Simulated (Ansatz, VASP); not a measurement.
**KI in VASP and in Ansatz**

Contents of INCAR:

```
PREC = Accurate
ENCUT = 520
EDIFF = 1E-7
ISMEAR = -1
SIGMA = 0.02
LREAL = False
LASPH = True
NELM = 100
ALGO = Normal
ISIF = 2
LWAVE = False
LCHARG = False
GGA = PE
NBANDS = 15
```

KPOINTS

```
Automatic mesh
0
Gamma
  6 6 6
```

File POSCAR:

```
KI
1.0
    0.0000000000      3.6389174352      3.5442850250
    3.6389174352      0.0000000000      3.5442850250
    3.6389174352      3.6389174352      0.0000000000
K I
1 1
Direct
    0.0000000000      0.0000000000      0.0000000000
    0.5000000000      0.5000000000      0.5000000000
```

Input for Ansatz:

```yaml
crystal:
  lattice:
    - [0.0, 3.6389174352, 3.544285025]
    - [3.6389174352, 0.0, 3.544285025]
    - [3.6389174352, 3.6389174352, 0.0]
  atoms:
    - { symbol: K, position: [0.0, 0.0, 0.0] }
    - { symbol: I, position: [0.5, 0.5, 0.5] }
kpoints:
  mp_grid: { grid: [6, 6, 6] }
  band_path:
    path:
      - [0.0, 0.0, 0.0]
      - [0.5, 0.0, 0.5]
      - [0.625, 0.25, 0.625]
      - [0.375, 0.375, 0.75]
      - [0.5, 0.5, 0.5]
      - [0.5, 0.25, 0.75]
    npoints: 1
hamiltonian:
  xc: pbe
scf:
  occupations: { method: fermi_dirac, width: 0.02 }
  n_extra_bands: 4
output:
  forces: true
  stress: true
  eigenvalues: true
```

Change from the starting cell: biaxial_xy strain +2.7%.

Alike in both runs: task single point; functional PBE; k mesh 6 × 6 × 6; occupations fermi-dirac, width 0.02 eV; no spin polarisation.

|  | VASP | Ansatz |
| --- | --- | --- |
| version | VASP 6.6.1 | Ansatz 0.2.0 |
| potentials or method | VASP PAW PBE potentials, release 64 (K_sv, I) | plane waves, PAW |
| plane-wave cutoff (eV) | 520 | 420 |
| valence electrons in the cell | 16 | 26 |

```tsv
	VASP	Ansatz	Ansatz less VASP
gap on the k mesh at the Fermi level (eV)	3.82	3.83	+0.003
pressure (GPa)	-0.1	-0.1	-0.02
largest component of the traceless stress (GPa)	0.35	0.35	-0.004
```

The functional is the same, so the differences come from potentials, cutoffs and numerics. The two sets of potentials don't hold the same shells in valence.

Caveats: spin-orbit coupling is left out, which moves the levels of the heavy elements.
